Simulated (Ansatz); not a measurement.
# HgS: energy and pressure over a range of volumes

The task here is to estimate one member of a computed series from the others.

Program: Ansatz 0.2.0. Level of theory: DFT PBE, scalar-relativistic. These are calculated values, not measurements.

### The system as given

The structure is cubic, space group F-43m (No. 216). Conventional cell: a = 5.858 Å, b = 5.858 Å, c = 5.858 Å, α = 90.00°, β = 90.00°, γ = 90.00°. Hg (site symmetry -43m) is surrounded by 4 S at 2.54 Å. Around S (site symmetry -43m) lie 4 Hg at 2.54 Å.

Structure file:

```xyz
2
Lattice="0.0000 2.9290 2.9290 2.9290 0.0000 2.9290 2.9290 2.9290 0.0000" Properties=species:S:1:pos:R:3 pbc="T T T"
Hg    0.0000    0.0000    0.0000
S     4.3935    4.3935    4.3935
```

Structure: COD 1011368, as refined from experiment and not relaxed.

Atoms are numbered in the order of the input: Hg1, S2.

Set-up of the first run:

input.yaml

```yaml
crystal:
  lattice:
    - [0.0, 2.869716347, 2.869716347]
    - [2.869716347, 0.0, 2.869716347]
    - [2.869716347, 2.869716347, 0.0]
  atoms:
    - { symbol: Hg, position: [0.0, 0.0, 0.0] }
    - { symbol: S, position: [0.75, 0.75, 0.75] }
kpoints:
  mp_grid: { grid: [8, 8, 8] }
scf:
  occupations: { method: fermi_dirac, width: 0.02 }
hamiltonian:
  xc: pbe
  pseudopotentials: { kind: all_electron, lapw: { basis_error: 0.001 } }
output:
  forces: true
  stress: true
  eigenvalues: true
```

Among the steps run: Volume × 0.9405, LAPW; Volume × 0.9405, PAW; Volume × 0.9405, crystal datasets; Volume × 0.98, LAPW; Volume × 0.98, PAW; Volume × 1.02, LAPW; Volume × 1.02, PAW; Volume × 1.06, LAPW; Volume × 1.06, PAW; Volume × 1.06, crystal datasets.

One of the session's tables, all rows but one given; the rest of the session is left out.

It belongs to the step «The equation of state». 

| method | volume (Å³/atom) | pressure (GPa) |
| --- | --- | --- |
| LAPW | 23.633 | 8.95 |
| LAPW | 24.625 | ? |
| LAPW | 25.128 | 4.05 |
| LAPW | 25.631 | 2.73 |
| LAPW | 26.636 | 0.50 |
| PAW | 23.633 | 8.92 |
| PAW | 24.625 | 5.50 |
| PAW | 25.128 | 4.03 |
| PAW | 25.631 | 2.72 |
| PAW | 26.636 | 0.49 |
| crystal datasets | 23.633 | 8.95 |
| crystal datasets | 25.128 | 4.04 |
| crystal datasets | 26.636 | 0.50 |

**Question.** Estimate the row for LAPW, 24.625.

The run gave: pressure (GPa): 5.52. In the column «pressure (GPa)» it lies between PAW, 24.625 (5.50) and PAW, 23.633 (8.92).

Limits of these values: Warnings in the runs' records: gradients without spin orbit, crystal datasets made.
